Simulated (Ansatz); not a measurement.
# Si2Mo: a sublattice displacement scan

The task, for Si2Mo: map the energy as every Si atom is pushed off its site.

Program: Ansatz 0.2.0. Level of theory: DFT PBE, scalar-relativistic, plane waves, PAW. These are calculated values, not measurements.

3 further runs of the same task are left out: 3 set aside as unsound or not needed.

## Step 1: The starting structure

It takes space group I4/mmm (No. 139, tetragonal). Conventional cell: a = 3.217 Å, b = 3.217 Å, c = 7.873 Å, α = 90.00°, β = 90.00°, γ = 90.00°. Si (site symmetry 4mm) is surrounded by 5 Si at 2.60 to 2.64 Å and 5 Mo at 2.62 to 2.64 Å. Mo (site symmetry 4/mmm) is surrounded by 10 Si at 2.62 to 2.64 Å.

Coordinates:

```
Si Mo
1.0
    -1.60842    1.60842    3.93651
     1.60842   -1.60842    3.93651
     1.60842    1.60842   -3.93651
Si Mo
2 1
Direct
  0.33510 0.33510 0.00000
  0.66490 0.66490 0.00000
  0.00000 0.00000 0.00000
```

It is the result of an earlier relaxation at this level (volume 13.58 Å³/atom; gap on the mesh: none (metal)).

## Step 2: The undisturbed cell

The input, input.yaml:

```yaml
crystal:
  lattice:
    - [-1.6084236815, 1.6084236815, 3.9365100056]
    - [1.6084236815, -1.6084236815, 3.9365100056]
    - [1.6084236815, 1.6084236815, -3.9365100056]
  atoms:
    - { symbol: Si, position: [0.3350991396, 0.3350991396, 0.0] }
    - { symbol: Si, position: [0.6649008604, 0.6649008604, 0.0] }
    - { symbol: Mo, position: [0.0, 0.0, 0.0] }
basis:
  ecutwfc: 420
kpoints:
  mp_grid: { grid: [20, 20, 20] }
hamiltonian:
  xc: pbe
scf:
  occupations: { method: gaussian, width: 0.15 }
output:
  forces: true
  stress: true
  eigenvalues: true
```

Command:

```
$ ansatz run input.yaml --threads 1 --pin off --max-ram 2560MiB --backend cpu --events-out ev --progress --plain --runs-dir out
```

What it wrote, cut to the lines that bear on the results:

```text
Warning: RAYON_NUM_THREADS=1 ignored (pool sized by the plan → 1); use --threads N
[...]
Pseudopotentials: kind: paw
Pseudopotential: Si, paw, valence charge 4, recommended cutoff 420 eV (normal), Si.paw.azcp
Pseudopotential: Mo, paw, valence charge 14, recommended cutoff 420 eV (normal), Mo.paw.azcp
Functional definition: PBE
[...]
Crystal: 3 atoms, lattice volume = 40.735 Å³
Basis set: ecut = 420 eV, 793 PW (Γ), exchange–correlation on 64×64×64 points (8 copies of the dense FFT grid, shifted against one another)
Bands: 15, of which v1, the nominal top of the filled ones, is band 11 counted from 1 (10 counted from 0)
Symmetry: 16 space group operations
Space group: I4/mmm (ITA 139), of the structure as read, at distance tolerance 3.4e-5 Å
k-points: 641 of 8000
[...]
SCF iter   1: F=—  HF=-6229.127855 eV  |F-HF|=—  |Δ(HF+E_count)|=         —  Δρ=4.38e-3  dr2=6.96e-3  ethr=1.77e-3  ⟨swp⟩=5.0  Hψ=53816  notcnv=0
[...]
SCF iter   6: F=-6229.126768 eV  HF=-6229.126768 eV  |F-HF|=1.04e-9  |Δ(HF+E_count)|=   4.83e-9  Δρ=4.22e-6  dr2=5.24e-9  ethr=4.55e-10  ⟨swp⟩=4.9  Hψ=39744  notcnv=0
[...]
SCF converged after 6 iterations
Free energy (F): -6229.126768 eV
[...]
E sigma→0 (E₀):  -6229.125450 eV
Entropy (-TS):   -0.002635 eV (-0.878 meV/atom)
Fermi energy:    15.734889 eV
[...]
--- Forces (eV/Å), atoms counted from 1 ---
  atom   1  Si     0.00000000     0.00000000     0.00170138
  atom   2  Si     0.00000000     0.00000000    -0.00170138
  atom   3  Mo    -0.00000000     0.00000000     0.00000000
[...]
--- Stress (GPa, compression-positive) ---
        0.008984      -0.000000       0.000000
       -0.000000       0.008984      -0.000000
        0.000000       0.000000       0.005279
  P = ⅓ Tr σ = 0.0077 GPa (0.077 kbar)
--- Band table (eV; the first three rows and the last of 641) ---
  k-point 0: bands = ["-44.9911", "-19.1320", "-19.0615", "-19.0615", "2.4219", "9.4374", "12.3204", "12.7538", "13.1595", "13.1595", "16.0998", "18.8175", "18.9884", "19.2145", "19.2145"]
[...]
```

Wall time 17 s (1 thread of Arm Neoverse V2, shared host); peak memory 0.59 GiB.

The reference gives a free energy of -6229.1268 eV, pressure 0.01 GPa, largest force 0.002 eV/Å and gap on the mesh none (metal).

## Step 3: Next: a sublattice displacement scan

Every Si atom is moved by x along the Cartesian unit vector (0.707, -0.707, 0.000); the cell and all other atoms stay fixed. Forces below are components along that vector, summed over the moved atoms.

## Step 4: At x = -0.500 Å

input.yaml: that of step 2 with these lines changed.

```diff
@@ -6,4 +6,4 @@
   atoms:
-    - { symbol: Si, position: [0.3350991396, 0.3350991396, 0.0] }
-    - { symbol: Si, position: [0.6649008604, 0.6649008604, 0.0] }
+    - { symbol: Si, position: [0.4450059368, 0.2251923424, 0.0] }
+    - { symbol: Si, position: [0.7748076576, 0.5549940632, 0.0] }
     - { symbol: Mo, position: [0.0, 0.0, 0.0] }
```

Command:

```
$ ansatz run input.yaml --threads 1 --pin off --max-ram 2560MiB --backend cpu --events-out ev --progress --plain --runs-dir out
```

What it wrote, cut to the lines that bear on the results:

```text
Warning: RAYON_NUM_THREADS=1 ignored (pool sized by the plan → 1); use --threads N
[...]
[... 4 set-up lines as earlier in the session ...]
[...]
Crystal: 3 atoms, lattice volume = 40.735 Å³
Basis set: ecut = 420 eV, 793 PW (Γ), exchange–correlation on 64×64×64 points (8 copies of the dense FFT grid, shifted against one another)
Bands: 15, of which v1, the nominal top of the filled ones, is band 11 counted from 1 (10 counted from 0)
Symmetry: 4 space group operations
Space group: Fmm2 (ITA 42), of the structure as read, at distance tolerance 3.4e-5 Å
k-points: 1166 of 8000 (time reversal used)
[...]
SCF iter   1: F=—  HF=-6227.587949 eV  |F-HF|=—  |Δ(HF+E_count)|=         —  Δρ=5.07e-3  dr2=6.88e-3  ethr=1.77e-3  ⟨swp⟩=5.1  Hψ=97104  notcnv=0
[...]
SCF iter   6: F=-6227.588145 eV  HF=-6227.588145 eV  |F-HF|=6.61e-10  |Δ(HF+E_count)|=   1.90e-8  Δρ=2.34e-6  dr2=1.95e-9  ethr=2.93e-10  ⟨swp⟩=2.0  Hψ=64160  notcnv=0
[...]
SCF converged after 6 iterations
Free energy (F): -6227.588145 eV
[...]
E sigma→0 (E₀):  -6227.587835 eV
Entropy (-TS):   -0.000619 eV (-0.206 meV/atom)
Fermi energy:    15.676613 eV
[...]
--- Forces (eV/Å), atoms counted from 1 ---
  atom   1  Si     2.68426583    -2.68426583    -1.81453719
  atom   2  Si     2.68426583    -2.68426583     1.81453719
  atom   3  Mo    -5.36851957     5.36851957     0.00000000
[...]
--- Stress (GPa, compression-positive) ---
       18.313258     -20.175421       0.000000
      -20.175421      18.313258       0.000000
        0.000000       0.000000      17.641562
  P = ⅓ Tr σ = 18.0894 GPa (180.894 kbar)
--- Band table (eV; the first three rows and the last of 1166) ---
  k-point 0: bands = ["-44.8316", "-19.1092", "-19.0312", "-18.8604", "2.4279", "9.4939", "11.8401", "12.1882", "13.3372", "13.5201", "15.6525", "17.3041", "17.9357", "19.4872", "20.3694"]
[...]
```

Wall time 53 s (1 thread of Arm Neoverse V2, shared host); peak memory 1 GiB.

## Step 5: Point x = 0.375 Å

input.yaml: that of step 4 with these lines changed.

```diff
@@ -6,4 +6,4 @@
   atoms:
-    - { symbol: Si, position: [0.4450059368, 0.2251923424, 0.0] }
-    - { symbol: Si, position: [0.7748076576, 0.5549940632, 0.0] }
+    - { symbol: Si, position: [0.2526690417, 0.4175292375, 0.0] }
+    - { symbol: Si, position: [0.5824707625, 0.7473309583, 0.0] }
     - { symbol: Mo, position: [0.0, 0.0, 0.0] }
@@ -21 +21,5 @@
   eigenvalues: true
+  write_density: true
+  write_potential: true
+  elf: true
+  volumetric_format: npy
```

Command:

```
$ ansatz run input.yaml --threads 1 --pin off --max-ram 2560MiB --backend cpu --events-out ev --progress --plain --runs-dir out
```

What it wrote, cut to the lines that bear on the results:

```text
Warning: RAYON_NUM_THREADS=1 ignored (pool sized by the plan → 1); use --threads N
[...]
[... 4 set-up lines as earlier in the session ...]
[...]
Crystal: 3 atoms, lattice volume = 40.735 Å³
Basis set: ecut = 420 eV, 793 PW (Γ), exchange–correlation on 64×64×64 points (8 copies of the dense FFT grid, shifted against one another)
Bands: 15, of which v1, the nominal top of the filled ones, is band 11 counted from 1 (10 counted from 0)
[... 2 set-up lines as earlier in the session ...]
k-points: 1166 of 8000 (time reversal used)
[...]
SCF iter   1: F=—  HF=-6228.351462 eV  |F-HF|=—  |Δ(HF+E_count)|=         —  Δρ=4.08e-3  dr2=3.41e-3  ethr=1.77e-3  ⟨swp⟩=5.0  Hψ=97876  notcnv=0
[...]
SCF iter   6: F=-6228.351967 eV  HF=-6228.351967 eV  |F-HF|=3.06e-9  |Δ(HF+E_count)|=   3.28e-9  Δρ=3.48e-6  dr2=5.87e-9  ethr=3.70e-10  ⟨swp⟩=5.9  Hψ=103656  notcnv=0
[...]
SCF converged after 6 iterations
Free energy (F): -6228.351967 eV
[...]
E sigma→0 (E₀):  -6228.351056 eV
Entropy (-TS):   -0.001822 eV (-0.607 meV/atom)
Fermi energy:    15.698156 eV
[...]
--- Forces (eV/Å), atoms counted from 1 ---
  atom   1  Si    -1.68532812     1.68532812    -0.89571725
  atom   2  Si    -1.68532812     1.68532812     0.89571725
  atom   3  Mo     3.37065273    -3.37065273     0.00000000
[...]
--- Stress (GPa, compression-positive) ---
       10.618739     -11.907881       0.000000
      -11.907881      10.618739      -0.000000
        0.000000       0.000000       8.617325
  P = ⅓ Tr σ = 9.9516 GPa (99.516 kbar)
--- Band table (eV; the first three rows and the last of 1166) ---
  k-point 0: bands = ["-44.8910", "-19.1070", "-19.0280", "-18.9419", "2.4238", "9.4730", "12.0288", "12.4110", "13.2676", "13.3697", "15.7838", "17.8806", "18.2263", "19.4701", "19.9004"]
[...]
```

Run time: 78 s. Hardware: 1 thread of Arm Neoverse V2, shared host; peak memory 0.98 GiB.

Axes a, b and c in the maps are those of this run's conventional cell (a, b, c = 4.549, 7.873, 4.549 Å).

Density in a lattice plane of the grid's cell (edges 7.87 and 4.55 Å, at 0.000 of the third edge), which holds Si and Mo.

Values in e/Å³, 6 rows by 12 columns:
```
2.15 0.67 0.29 0.40 0.22 0.51 0.41 0.51 0.22 0.40 0.29 0.67
0.22 0.25 0.28 0.33 0.43 0.91 2.15 0.91 0.43 0.33 0.28 0.25
0.29 0.34 0.18 0.45 0.39 3.14 6.31 3.14 0.39 0.45 0.18 0.34
0.41 0.51 0.22 0.40 0.29 0.67 2.15 0.67 0.29 0.40 0.22 0.51
2.15 0.91 0.43 0.33 0.28 0.25 0.22 0.25 0.28 0.33 0.43 0.91
6.31 3.14 0.39 0.45 0.18 0.34 0.29 0.34 0.18 0.45 0.39 3.14
```
Columns run along the first of these edges and rows up along the second, over one cell in 12 and 6 even steps from the bottom left corner. Atoms in the plane (fractional): Si at (0.34, 0.92), Si at (0.84, 0.42), Si at (0.16, 0.42), Si at (0.66, 0.92), Mo at (0.00, 0.00), Mo at (0.50, 0.50).

ELF in the same plane.

Ten even steps from ' ' (0.21) to '@' (0.77):
```
%%@@##  ==@@##::++  --**++**--  ++::##@@==  ##@@
%%**::  ==%%##::..--####==####--..::##%%==  ::**
      ::==**##%%@@@@##--..--##@@@@%%##**==::    
..::==******##%%##++--++**++--++##%%##******==::
--==****++##@@##--  **@@%%@@**  --##@@##++****==
==++--    ::@@@@::  ##**  **##  ::@@@@::    --++
++**--  ++::##@@==  ##@@%%@@##  ==@@##::++  --**
==####--..::##%%==  ::**%%**::  ==%%##::..--####
..--##@@@@%%##**==::          ::==**##%%@@@@##--
**++--++##%%##******==::..::==******##%%##++--++
%%@@**  --##@@##++****==--==****++##@@##--  **@@
  **##  ::@@@@::    --++==++--    ::@@@@::  ##**
```
Columns run along the first of these edges and rows up along the second, over one cell in 24 and 12 even steps from the bottom left corner. Atoms in the plane (fractional): Si at (0.34, 0.92), Si at (0.84, 0.42), Si at (0.16, 0.42), Si at (0.66, 0.92), Mo at (0.00, 0.00), Mo at (0.50, 0.50).

Both are smooth fields of the valence electrons: close to the nuclei they are not physical.

Maxima of ELF outside the ion cores: 0.79 on the Si–Mo line, 0.9 Å from Si.

## Step 6: At x = -0.250 Å

The input, input.yaml:

```yaml
crystal:
  lattice:
    - [-1.6084236815, 1.6084236815, 3.9365100056]
    - [1.6084236815, -1.6084236815, 3.9365100056]
    - [1.6084236815, 1.6084236815, -3.9365100056]
  atoms:
    - { symbol: Si, position: [0.3900525382, 0.280145741, 0.0] }
    - { symbol: Si, position: [0.719854259, 0.6099474618, 0.0] }
    - { symbol: Mo, position: [0.0, 0.0, 0.0] }
basis:
  ecutwfc: 420
kpoints:
  mp_grid: { grid: [20, 20, 20] }
hamiltonian:
  xc: pbe
scf:
  occupations: { method: gaussian, width: 0.15 }
output:
  forces: true
  stress: true
  eigenvalues: true
```

Command:

```
$ ansatz run input.yaml --threads 1 --pin off --max-ram 2560MiB --backend cpu --events-out ev --progress --plain --runs-dir out
```

What it wrote, cut to the lines that bear on the results:

```text
[...]
SCF converged after 6 iterations
Free energy (F): -6228.812272 eV
[...]
E sigma→0 (E₀):  -6228.810892 eV
Entropy (-TS):   -0.002760 eV (-0.920 meV/atom)
Fermi energy:    15.709173 eV
[...]
--- Forces (eV/Å), atoms counted from 1 ---
  atom   1  Si     0.95857808    -0.95857808    -0.36394694
  atom   2  Si     0.95857808    -0.95857808     0.36394694
  atom   3  Mo    -1.91715332     1.91715332     0.00000000
[...]
--- Stress (GPa, compression-positive) ---
        4.818443      -5.467703       0.000000
       -5.467703       4.818443       0.000000
        0.000000       0.000000       3.410853
  P = ⅓ Tr σ = 4.3492 GPa (43.492 kbar)
--- Band table (eV; the first three rows and the last of 1166) ---
  k-point 0: bands = ["-44.9449", "-19.1180", "-19.0424", "-19.0086", "2.4226", "9.4540", "12.1834", "12.5909", "13.2111", "13.2548", "15.9282", "18.4046", "18.5054", "19.3902", "19.5321"]
[...]
```

Wall time 55 s (1 thread of Arm Neoverse V2, shared host); peak memory 1 GiB.

## Step 7: At x = 0.125 Å

input.yaml: that of step 6 with these lines changed.

```diff
@@ -6,4 +6,4 @@
   atoms:
-    - { symbol: Si, position: [0.3900525382, 0.280145741, 0.0] }
-    - { symbol: Si, position: [0.719854259, 0.6099474618, 0.0] }
+    - { symbol: Si, position: [0.3076224403, 0.3625758389, 0.0] }
+    - { symbol: Si, position: [0.6374241611, 0.6923775597, 0.0] }
     - { symbol: Mo, position: [0.0, 0.0, 0.0] }
@@ -21 +21,5 @@
   eigenvalues: true
+  write_density: true
+  write_potential: true
+  elf: true
+  volumetric_format: npy
```

Command:

```
$ ansatz run input.yaml --threads 1 --pin off --max-ram 2560MiB --backend cpu --events-out ev --progress --plain --runs-dir out
```

What it wrote, cut to the lines that bear on the results:

```text
Warning: RAYON_NUM_THREADS=1 ignored (pool sized by the plan → 1); use --threads N
[...]
[... 4 set-up lines as earlier in the session ...]
[...]
Crystal: 3 atoms, lattice volume = 40.735 Å³
Basis set: ecut = 420 eV, 793 PW (Γ), exchange–correlation on 64×64×64 points (8 copies of the dense FFT grid, shifted against one another)
Bands: 15, of which v1, the nominal top of the filled ones, is band 11 counted from 1 (10 counted from 0)
[... 2 set-up lines as earlier in the session ...]
k-points: 1166 of 8000 (time reversal used)
[...]
SCF iter   1: F=—  HF=-6229.053536 eV  |F-HF|=—  |Δ(HF+E_count)|=         —  Δρ=4.19e-3  dr2=5.83e-3  ethr=1.77e-3  ⟨swp⟩=5.0  Hψ=97889  notcnv=0
[...]
SCF iter   6: F=-6229.052802 eV  HF=-6229.052802 eV  |F-HF|=5.37e-10  |Δ(HF+E_count)|=   1.25e-8  Δρ=4.21e-6  dr2=4.87e-9  ethr=4.55e-10  ⟨swp⟩=8.1  Hψ=106731  notcnv=0
[...]
SCF converged after 6 iterations
Free energy (F): -6229.052802 eV
[...]
E sigma→0 (E₀):  -6229.051462 eV
Entropy (-TS):   -0.002680 eV (-0.893 meV/atom)
Fermi energy:    15.727534 eV
[...]
--- Forces (eV/Å), atoms counted from 1 ---
  atom   1  Si    -0.42735847     0.42735847    -0.08572982
  atom   2  Si    -0.42735847     0.42735847     0.08572982
  atom   3  Mo     0.85472016    -0.85472016     0.00000000
[...]
--- Stress (GPa, compression-positive) ---
        1.223835      -1.394003       0.000000
       -1.394003       1.223835       0.000000
        0.000000       0.000000       0.796178
  P = ⅓ Tr σ = 1.0813 GPa (10.813 kbar)
--- Band table (eV; the first three rows and the last of 1166) ---
  k-point 0: bands = ["-44.9795", "-19.1281", "-19.0563", "-19.0486", "2.4221", "9.4416", "12.2850", "12.7111", "13.1731", "13.1836", "16.0504", "18.7276", "18.8163", "19.2752", "19.2960"]
[...]
```

Run time: 82 s. Hardware: 1 thread of Arm Neoverse V2, shared host; peak memory 0.98 GiB.

The maps below are laid out on this run's own conventional cell (a, b, c = 4.549, 7.873, 4.549 Å).

Density in a lattice plane of the grid's cell (edges 7.87 and 4.55 Å, at 0.000 of the third edge), which holds Si and Mo.

Ten even steps from '0' (0.07 e/Å³) to '9' (6.30 e/Å³):
```
973000000000000000000037
321000000000000000000012
000000000000000000000000
000000000012321000000000
000000000037973000000000
000000000049994000000000
000000000037973000000000
000000000012321000000000
000000000000000000000000
321000000000000000000012
973000000000000000000037
994000000000000000000049
```
Columns run along the first of these edges and rows up along the second, over one cell in 24 and 12 even steps from the bottom left corner. Atoms in the plane (fractional): Si at (0.34, 0.97), Si at (0.84, 0.47), Si at (0.16, 0.47), Si at (0.66, 0.97), Mo at (0.00, 0.00), Mo at (0.50, 0.50).

ELF in the same plane.

Ten even steps from '0' (0.21) to '9' (0.75):
```
897049811046564011894079
862047866896469866874026
002567789951015998776520
247988875226762257888974
466314983069896038941366
452032893077077039823025
564011894079897049811046
469866874026862047866896
015998776520002567789951
762257888974247988875226
896038941366466314983069
077039823025452032893077
```
Columns run along the first of these edges and rows up along the second, over one cell in 24 and 12 even steps from the bottom left corner. Atoms in the plane (fractional): Si at (0.34, 0.97), Si at (0.84, 0.47), Si at (0.16, 0.47), Si at (0.66, 0.97), Mo at (0.00, 0.00), Mo at (0.50, 0.50).

Both are smooth fields of the valence electrons: close to the nuclei they are not physical.

The highest ELF values outside the cores: 0.78 on the Si–Mo line, 0.9 Å from Si.

## Step 8: Results of the scan

The scan, with free energies counted from the undisturbed cell:

| x (Å) | ΔE (meV/cell) | force on the moved atoms (eV/Å) | pressure (GPa) | gap on the mesh (eV) |
| --- | --- | --- | --- | --- |
| -0.500 | 1538.6 | 7.592 | 18.1 | 0.05 |
| -0.250 | 314.5 | 2.711 | 4.3 | 0.00 |
| 0.000 | 0.0 | 0.000 | 0.0 | 0.00 |
| 0.125 | 74.0 | -1.209 | 1.1 | 0.00 |
| 0.375 | 774.8 | -4.767 | 10.0 | 0.00 |

## Step 9: Results

| quantity | value |
| --- | --- |
| force constant along x, from the points at -0.250, 0 and 0.125 Å | 10.06 eV/Å² for the 2 moved atoms together |

Near the site the force constant is 10.06 eV/Å² for the 2 atoms together, 5.03 on average. The step of 0.25 Å is wide, so anharmonic terms mix in. The undisturbed cell stays the lowest of the sampled points.
